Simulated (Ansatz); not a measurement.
# Sn: pressure against volume

Sn, I4_1/amd, a = 5.929 Å, c = 3.233 Å. Ansatz: PBE, PAW, 420 eV, Γ-centred 14×14×14 mesh on 2 atoms, Gaussian smearing 0.10 eV; no spin polarisation. Shape and atoms are relaxed at each volume; pressure is positive in compression.

```tsv
V (Å³/atom)	P (GPa)
26.702	?
27.554	1.55
28.406	0.00
29.258	-1.29
30.111	-2.38
```

Take V0 = 28.406 Å³/atom, fit the third-order Birch–Murnaghan form to the other rows, and predict the missing pressure.

With the Eulerian strain f = ½[(V0/V)^(2/3) − 1] and y = P/[3f(1 + 2f)^(5/2)], the form is the line y = B0 + 1.5 B0 (B0′ − 4) f. Rows (f, y): 0.01025, 47.9; -0.00975, 46.3; -0.01906, 45.9. Means f = -0.006187, y = 46.700; Σ(Δf)² = 0.0004486, ΣΔfΔy = 0.03145; the slope is their ratio. y = 47.13 + 70.11 f GPa, so B0 = 47.1 GPa and B0′ = 4 + 2 × (70.11)/(3 × 47.13) = 4.99. At V = 26.702, f = 0.02105, y = 48.61 and P = 3.40 GPa. The run gave 3.41 GPa, so the fit is 0.01 GPa too low, a small miss on the scale of the series. The form still works here, 33 % of the fitted range beyond its end.